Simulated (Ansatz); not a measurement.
Harmonic frequencies (cm⁻¹) at PBE0-D4/def2-TZVP from Ansatz: 245, 264, 324, 597, 727, 838, 933, 1000, 1046, 1176, 1218, 1268, 1356, 1424, 1476, 1482, 1502, 1705, 3023, 3086, 3159, 3189, 3203, 3281.

Each molecule was computed in one conformer, which needn't be the lowest.

Problem. Which molecule is it?
A. `OB(O)[O][GeH3]`
B. `CC(C)=O`
C. `OC1CC1`
D. `C=COC`

Solution. D.
